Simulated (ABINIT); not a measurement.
# CdS (Hawleyite) (F-43m) in ABINIT: notebook, part 2 of 2

ABINIT 10.8.3 (patched build). Earlier steps stand in the parts before.

## (4) Band structure, LDA-PZ

run.abi reads:

```
# Datasets: ground state, then fixed potential
ndtset 2

# Pseudopotentials
pp_dirpath "./"
pseudos "Cd.LDA_PW-JTH.xml, S.LDA_PW-JTH.xml"

# Structure
acell 3*1.0 Angstrom
rprim
     0.0000000000     2.9165000000     2.9165000000
     2.9165000000     0.0000000000     2.9165000000
     2.9165000000     2.9165000000     0.0000000000
ntypat 2
znucl 48 16
natom 2
typat 1 2
xred
     0.0000000000     0.0000000000     0.0000000000
     0.7500000000     0.7500000000     0.7500000000

# Plane-wave basis
ecut 544.227725 eV
pawecutdg 40.0

# Exchange and correlation
ixc 2

# Bands and occupations
occopt 3
tsmear 0.05 eV

# SCF cycle
nstep 100

# Output
iomode 3
prtwf 0
prteig 0
prtebands 0
enunit 1
prtden1 1

# Dataset 1
kptopt1 1
ngkpt1 8 8 8
nshiftk1 1
shiftk1 0.0 0.0 0.0
nband1 13
tolvrs1 1.0e-9

# Dataset 2: bands along G-X-W-K-G-L-U-W-L-K
iscf2 -2
getden2 1
nband2 19
nbdbuf2 4
tolwfr2 1.0e-11
kptopt2 -9
ndivsm2 8
prteig2 1
prtvol2 -3
kptbounds2
     0.0000000000     0.0000000000     0.0000000000
     0.5000000000     0.0000000000     0.5000000000
     0.5000000000     0.2500000000     0.7500000000
     0.3750000000     0.3750000000     0.7500000000
     0.0000000000     0.0000000000     0.0000000000
     0.5000000000     0.5000000000     0.5000000000
     0.6250000000     0.2500000000     0.6250000000
     0.5000000000     0.2500000000     0.7500000000
     0.5000000000     0.5000000000     0.5000000000
     0.3750000000     0.3750000000     0.7500000000
```

Potentials or basis: JTH PAW LDA v2.0.

Launch:

```sh
abinit run.abi > log 2>&1
```

run.abo:

```text
.Version 10.8.3 of ABINIT
 DATASET    1 : space group F-4 3 m (#216); Bravais cF (face-center cubic)
================================================================================
 Values of the parameters that define the memory need for DATASET  1.
     intxc =       0    ionmov =       0      iscf =      17    lmnmax =      18
     lnmax =       6     mgfft =      32  mpssoang =       3    mqgrid =    3001
     natom =       2  nloc_mem =       2    nspden =       1   nspinor =       1
    nsppol =       1      nsym =      24    n1xccc =       1    ntypat =       2
    occopt =       3   xclevel =       1
       mpw =        1440          nfft =       32768          nkpt =          29
 PAW method is used; the additional fine FFT grid is defined by:
   mgfftf=        48    nfftf =    110592
================================================================================
================================================================================

 DATASET    2 : space group F-4 3 m (#216); Bravais cF (face-center cubic)
================================================================================
 Values of the parameters that define the memory need for DATASET  2.
     intxc =       0    ionmov =       0      iscf =      -2    lmnmax =      18
     lnmax =       6     mgfft =      32  mpssoang =       3    mqgrid =    3001
     natom =       2  nloc_mem =       2    nspden =       1   nspinor =       1
    nsppol =       1      nsym =      24    n1xccc =       1    ntypat =       2
    occopt =       3   xclevel =       1
       mpw =        1446          nfft =       32768          nkpt =         139
 PAW method is used; the additional fine FFT grid is defined by:
   mgfftf=        48    nfftf =    110592
================================================================================
================================================================================

--------------------------------------------------------------------------------
------------- Echo of variables that govern the present computation ------------
--------------------------------------------------------------------------------
 -outvars: echo values of preprocessed input variables --------
            acell      1.8897261259E+00  1.8897261259E+00  1.8897261259E+00 Bohr
              amu      1.12411000E+02  3.20660000E+01
             ecut      2.00000000E+01 Hartree
           enunit           1
[... 1454 lines left out ...]
 Eigenvalues (   eV  ) for nkpt= 139  k points:
 kpt#   1, nband= 19, wtk=  1.00000, kpt=  0.0000  0.0000  0.0000 (reduced coord)
  -8.96039   -4.33537   -4.33537   -4.33537   -3.84890   -3.84890    3.42422    3.42422
   3.42422    4.26476    9.74558    9.74558    9.74558   14.40988   14.76239   14.76239
  16.40181   16.43583   16.43583
 kpt#   2, nband= 19, wtk=  1.00000, kpt=  0.0217  0.0000  0.0217 (reduced coord)
  -8.95763   -4.33420   -4.33395   -4.33395   -3.84946   -3.84849    3.34798    3.41297
   3.41297    4.34493    9.71878    9.76040    9.76040   14.44979   14.66945   14.76496
  16.43764   16.45334   16.47674
 kpt#   3, nband= 19, wtk=  1.00000, kpt=  0.0435  0.0000  0.0435 (reduced coord)
  -8.94938   -4.33075   -4.32982   -4.32982   -3.85117   -3.84722    3.17143    3.37967
   3.37967    4.53299    9.64061    9.80360    9.80360   14.40561   14.58968   14.77396
  16.37221   16.50559   16.57079
 kpt#   4, nband= 19, wtk=  1.00000, kpt=  0.0652  0.0000  0.0652 (reduced coord)
  -8.93581   -4.32489   -4.32297   -4.32297   -3.85397   -3.84520    2.95596    3.32554
   3.32554    4.76683    9.51945    9.87447    9.87447   14.08132   14.78020   14.78644
  16.37734   16.59233   16.61682
 kpt#   5, nband= 19, wtk=  1.00000, kpt=  0.0870  0.0000  0.0870 (reduced coord)
[... 525 lines left out ...]
   2.03385    7.55210    8.90052   11.16625   11.74864   13.06921   14.99134   16.32309
  17.15474   18.35672   18.60830
 kpt# 137, nband= 19, wtk=  1.00000, kpt=  0.3929  0.3929  0.7143 (reduced coord)
  -8.39581   -4.14834   -4.06024   -3.92575   -3.81205   -3.27467   -0.64735    0.83627
   1.96581    7.52257    8.84430   11.33935   11.93682   12.88084   15.01938   16.33254
  17.29510   18.49609   18.56932
 kpt# 138, nband= 19, wtk=  1.00000, kpt=  0.3839  0.3839  0.7321 (reduced coord)
  -8.38837   -4.14326   -4.04811   -3.93469   -3.80841   -3.26539   -0.63605    0.80180
   1.90484    7.47771    8.76868   11.51668   12.10576   12.75243   15.08498   16.33839
  17.34203   18.32618   18.64782
 kpt# 139, nband= 19, wtk=  1.00000, kpt=  0.3750  0.3750  0.7500 (reduced coord)
  -8.38359   -4.13918   -4.03886   -3.94335   -3.80377   -3.26476   -0.63399    0.81262
   1.85260    7.42770    8.67462   11.64255   12.24945   12.72550   15.19118   16.34013
  17.28552   18.12455   18.71540

== END DATASET(S) ==============================================================
================================================================================

 -outvars: echo values of variables after computation  --------
            acell      1.8897261259E+00  1.8897261259E+00  1.8897261259E+00 Bohr
           etotal1    -5.8089625487E+01
            fcart1    -4.7710979294E-32  1.4313293788E-31 -4.7710979294E-32
                       4.7710979294E-32 -1.4313293788E-31  4.7710979294E-32
            rprim      0.0000000000E+00  2.9165000000E+00  2.9165000000E+00
                       2.9165000000E+00  0.0000000000E+00  2.9165000000E+00
                       2.9165000000E+00  2.9165000000E+00  0.0000000000E+00
           strten1     8.4431673306E-05  8.4431673306E-05  8.4431673306E-05
                       0.0000000000E+00  0.0000000000E+00  0.0000000000E+00
           xangst      0.0000000000E+00  0.0000000000E+00  0.0000000000E+00
                       4.3747500000E+00  4.3747500000E+00  4.3747500000E+00
             xred      0.0000000000E+00  0.0000000000E+00  0.0000000000E+00
                       7.5000000000E-01  7.5000000000E-01  7.5000000000E-01
 Calculation completed.
```

It took 96 s on 1 thread of Arm Neoverse V1, shared host; peak memory 0.15 GiB.

What came out:

```yaml
Free_energy: -1580.6992 eV
Band_gap_on_the_k_mesh: 0.84 eV, direct
Valence_electrons_inside_the_program's_atomic_spheres: Cd 10.49; S 3.56
```

Levels at the corners of the path, in eV from the valence-band top:
```tsv
point	band 5	band 6	band 7	band 8	band 9	band 10	band 11	band 12	band 13	band 14
Γ	-7.27	-7.27	0.00	0.00	0.00	0.84	6.32	6.32	6.32	10.99
X	-7.18	-6.83	-4.07	-1.93	-1.93	3.31	4.14	8.90	10.51	10.51
W	-7.27	-6.63	-4.03	-2.35	-2.25	5.23	5.24	6.97	7.79	10.83
K	-7.23	-6.69	-4.06	-2.61	-1.57	4.00	5.25	8.22	8.83	9.30
Γ	-7.27	-7.27	0.00	0.00	0.00	0.84	6.32	6.32	6.32	10.99
L	-7.24	-6.89	-4.53	-0.77	-0.77	2.74	6.82	6.82	7.20	10.68
U	-7.23	-6.69	-4.06	-2.61	-1.57	4.00	5.25	8.22	8.83	9.30
W	-7.27	-6.63	-4.03	-2.35	-2.25	5.23	5.24	6.97	7.79	10.83
L	-7.24	-6.89	-4.53	-0.77	-0.77	2.74	6.82	6.82	7.20	10.68
K	-7.23	-6.69	-4.06	-2.61	-1.57	4.00	5.25	8.22	8.83	9.30
```

Caveat: the cutoff is too short for stress, so the log's stress isn't used.

## (5) Band structure, AM05

Edit run.abi of step 4 so:

```diff
@@ -1,9 +1,6 @@
-# Datasets: ground state, then fixed potential
 ndtset 2
 
-# Pseudopotentials
 pp_dirpath "./"
-pseudos "Cd.LDA_PW-JTH.xml, S.LDA_PW-JTH.xml"
+pseudos "Cd.GGA_PBE-JTH.xml, S.GGA_PBE-JTH.xml"
 
-# Structure
 acell 3*1.0 Angstrom
@@ -21,10 +18,7 @@
 
-# Plane-wave basis
-ecut 544.227725 eV
-pawecutdg 40.0
+ecut 22.0
+pawecutdg 44.0
 
-# Exchange and correlation
-ixc 2
+ixc -120135
 
-# Bands and occupations
 occopt 3
@@ -32,6 +26,4 @@
 
-# SCF cycle
 nstep 100
 
-# Output
 iomode 3
@@ -43,3 +35,2 @@
 
-# Dataset 1
 kptopt1 1
@@ -51,3 +42,2 @@
 
-# Dataset 2: bands along G-X-W-K-G-L-U-W-L-K
 iscf2 -2
@@ -58,5 +48,4 @@
 kptopt2 -9
-ndivsm2 8
+ndivsm2 5
 prteig2 1
-prtvol2 -3
 kptbounds2
```

Potentials or basis: JTH PAW PBE v2.0.

Launch:

```sh
abinit run.abi > log 2>&1
```

Run time: 2.5 min. Hardware: 1 thread of Arm Neoverse V1, shared host; peak memory 0.15 GiB.

It converged, with:

| Item | Value |
| --- | --- |
| Free energy | -1575.0920 eV |
| Pressure | 0.3 GPa |
| Band gap on the k mesh | 1.10 eV, direct |
| Band gap along the path | 1.10 eV, direct |
| Valence electrons inside the program's atomic spheres | Cd 10.49; S 3.57 |

Levels at the corners of the path, in eV from the valence-band top:
```tsv
point	band 5	band 6	band 7	band 8	band 9	band 10	band 11	band 12	band 13	band 14
Γ	-7.26	-7.26	0.00	0.00	0.00	1.10	6.44	6.44	6.44	6.54
X	-7.17	-6.80	-4.01	-1.91	-1.91	3.54	4.29	6.54	9.19	10.71
W	-7.25	-6.61	-3.97	-2.29	-2.21	5.35	5.43	6.55	7.17	8.03
K	-7.21	-6.67	-4.00	-2.55	-1.55	4.20	5.40	6.54	8.48	8.95
Γ	-7.26	-7.26	0.00	0.00	0.00	1.10	6.44	6.44	6.44	6.54
L	-7.22	-6.87	-4.45	-0.77	-0.77	2.95	6.54	6.94	6.94	7.47
U	-7.21	-6.67	-4.00	-2.55	-1.55	4.20	5.40	6.54	8.48	8.95
W	-7.25	-6.61	-3.97	-2.29	-2.21	5.35	5.43	6.55	7.17	8.03
L	-7.22	-6.87	-4.45	-0.77	-0.77	2.95	6.54	6.94	6.94	7.47
K	-7.21	-6.67	-4.00	-2.55	-1.55	4.20	5.40	6.54	8.48	8.95
```

Caveat: the PAW data sets were made with another functional, which shifts forces and pressure a little. A hybrid or GW would open this gap; AM05 tends to underestimate it.

## (6) The runs side by side

| level | potentials or basis | cutoff (eV) | fine-grid cutoff | gap on the mesh (eV) | pressure (GPa) |
| --- | --- | --- | --- | --- | --- |
| PBEsol | JTH PAW PBE v2.0 | 599 | 1197.3 eV | 0.98 | -0.2 |
| rPW86PBE | JTH PAW PBE v2.0 | 599 | 1197.3 eV | 1.00 | 5.4 |
| LDA-PZ | JTH PAW LDA v2.0 | 544 | 1088.46 eV | 0.84 | - |
| AM05 | JTH PAW PBE v2.0 | 599 | 1197.3 eV | 1.10 | 0.3 |

Alike in all rows: task band structure; no spin polarisation; cell as given; k mesh 8 × 8 × 8; smearing fermi-dirac 0.05 eV.

Caveats: the PAW data sets were made with another functional, which shifts forces and pressure a little (some runs).

Total energies depend on the potentials used, so only differences within one code and one set of settings carry meaning.
